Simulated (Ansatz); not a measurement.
# TlBr: the cost of one run

Computed with Ansatz 0.2.0 (DFT PBE, scalar-relativistic, plane waves, PAW, unless a step's input says otherwise).

## 1. The system as given

Symmetry: P3m1, No. 156, trigonal system. Conventional cell: a = 4.726 Å, b = 4.726 Å, c = 27.648 Å, α = 90.00°, β = 90.00°, γ = 120.00°. Around Br (site symmetry 3m) lie 3 Tl at 3.34 Å. Around Tl (site symmetry 3m) lie 6 Br at 3.34 Å. Br (site symmetry 3m) has 6 Tl at 3.34 Å as nearest neighbours. Tl (site symmetry 3m) is surrounded by 3 Br at 3.34 Å.

Coordinates:

```cif
data_structure
_symmetry_space_group_name_H-M 'P3m1'
_symmetry_Int_Tables_number 156
_cell_length_a 4.7264
_cell_length_b 4.7264
_cell_length_c 27.6476
_cell_angle_alpha 90.000
_cell_angle_beta 90.000
_cell_angle_gamma 120.000
_cell_volume 534.86
loop_
_atom_site_label
_atom_site_type_symbol
_atom_site_symmetry_multiplicity
_atom_site_Wyckoff_symbol
_atom_site_fract_x
_atom_site_fract_y
_atom_site_fract_z
_atom_site_occupancy
Br1 Br 1 b 0.33333 0.66667 0.32553 1
Tl1 Tl 1 c 0.66667 0.33333 0.39532 1
Br2 Br 1 a 0.00000 0.00000 0.46511 1
Tl2 Tl 1 b 0.33333 0.66667 0.53489 1
Br3 Br 1 c 0.66667 0.33333 0.60468 1
Tl3 Tl 1 a 0.00000 0.00000 0.67447 1
```

Slab cut from the bulk at the bulk's listed lattice constants, lower half held.

## 2. Relaxing the atoms

File input.yaml:

```yaml
crystal:
  lattice:
    - [4.72636079, 0.0, 0.0]
    - [-2.36318039, 4.09314851, 0.0]
    - [0.0, 0.0, 27.6476435614]
  atoms:
    - { symbol: Br, position: [0.33333333, 0.66666667, 0.32552503] }
    - { symbol: Tl, position: [0.66666667, 0.33333333, 0.39531502] }
    - { symbol: Br, position: [0.0, 0.0, 0.46510501] }
    - { symbol: Tl, position: [0.33333333, 0.66666667, 0.53489499] }
    - { symbol: Br, position: [0.66666667, 0.33333333, 0.60468498] }
    - { symbol: Tl, position: [0.0, 0.0, 0.67447497] }
basis:
  ecutwfc: 420.0
  fft_grid_basis: typed
kpoints:
  mp_grid: { grid: [6, 6, 1] }
hamiltonian:
  xc: pbe
  pseudopotentials: { kind: paw }
scf:
  occupations: { method: gaussian, width: 0.05 }
output:
  forces: true
  eigenvalues: true
efield:
  axis: 3
  dipole_correction: true
  ramp_width: 0.04
relax:
  adjacent_minimum: "off"
  f_tol: 0.04
  max_steps: 40
  constraints: [{ sites: [0, 1, 2] }]
```

Command:

```console
$ ansatz run input.yaml --threads 1 --pin off --max-ram 2211MiB --backend cpu --events-out ev --progress --plain --runs-dir out
```

**Question.** How long does this run take on 1 thread of Arm Neoverse N1, shared host, and how much memory does it need?

About 2.6 min, with a peak of 0.57 GiB.
